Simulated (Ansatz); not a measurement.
## Ge: energy along a strain

Ge, Imma, a = 4.992 Å, b = 5.302 Å, c = 2.874 Å (as given, not relaxed at this level: -2.5 GPa, forces to 0.05 eV/Å). This isn't the element's structure at ambient conditions. Ansatz: PBEsol, PAW, 420 eV, Γ-centred 20×20×20 mesh on 2 atoms, Gaussian smearing 0.15 eV; no spin polarisation. Cell vectors (Å): -2.496 2.651 1.437; 2.496 -2.651 1.437; 2.496 2.651 -1.437. The cell is strained by x per cent times the pattern (0 0 0 0 0 1) in the order xx yy zz yz xz xy (engineering shears), with fractional coordinates held. y is the free energy over the start, V0 = 19.014 Å³/atom. Symmetry makes y even in x. Points with a strain past 8.5 % were computed too (2) and aren't used here.

| x (%) | y (meV/atom) |
| --- | --- |
| -5.00 | 6.70 |
| 0.00 | 0.00 |
| 1.25 | 0.42 |
| 2.50 | 1.69 |
| 3.75 | 3.78 |
| 6.25 | 10.41 |
| 7.50 | ? |

Task: Fit y = c2 x² + c4 x⁴ to the other rows, get the stiffness along the pattern, and predict the missing energy.

Result: Least squares on the rows shown. y = 0.2705 x² − 0.0001014 x⁴. The clamped-ion stiffness p·C·p = 2 × 2.705 eV × 160.2 / 19.014 Å³ = 46 GPa, which is C66 in these axes (second derivative at the start, which stands under stress). At x = 7.50 the fit asked for gives 14.89 meV/atom. The run gave 14.84 meV/atom, so the fit is 0.05 meV/atom too high, a small miss on the scale of the series.